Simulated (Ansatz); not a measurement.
Results of r²SCAN50 (plane waves, PAW; Ansatz, a program for electronic structure) for zinc-blende InN (metastable phase).

Settings: plane-wave cutoff 520 eV, 10×10×10 k mesh, Fermi–Dirac smearing 0.01 eV, scalar-relativistic PAW data made under PBE.

A third-order Birch–Murnaghan fit to the energies gives V0 = 14.956 Å³/atom, B0 = 168 GPa, B′ = 4.3.

| V (Å³/atom) | P (GPa) |
|---|---|
| 14.208 | ? |
| 14.582 | 4.51 |
| 14.788 | ? |
| 14.956 | 0.00 |
| 15.330 | -3.94 |
| 15.575 | -6.25 |

**Question.** Estimate the withheld pressures from this fit; the answers are the runs' own values.

**Answer.** 
- 14.208, P (GPa): 9.65
- 14.788, P (GPa): 1.96

The formula P = (3/2) B0 (x^(7/3) − x^(5/3)) [1 + (3/4)(B′ − 4)(x^(2/3) − 1)] with x = V0/V meets the computed pressures within 0.03 GPa when these rounded values are put in.

Measured, for comparison: equilibrium volume per atom 15.72 Å³/atom (temperature not stated, no zero-point or thermal correction, epilayer on 3C-SiC; as tabulated in Schörmann, As, Lischka, Schley, Goldhahn et al., Appl. Phys. Lett. 89, 261903 …). Computed (rounded) less measured: equilibrium volume per atom -4.8 %.

Spin–orbit coupling is not included.

Computed values are for the static lattice.

Cost on a shared machine: around 15 core-minutes (rough).
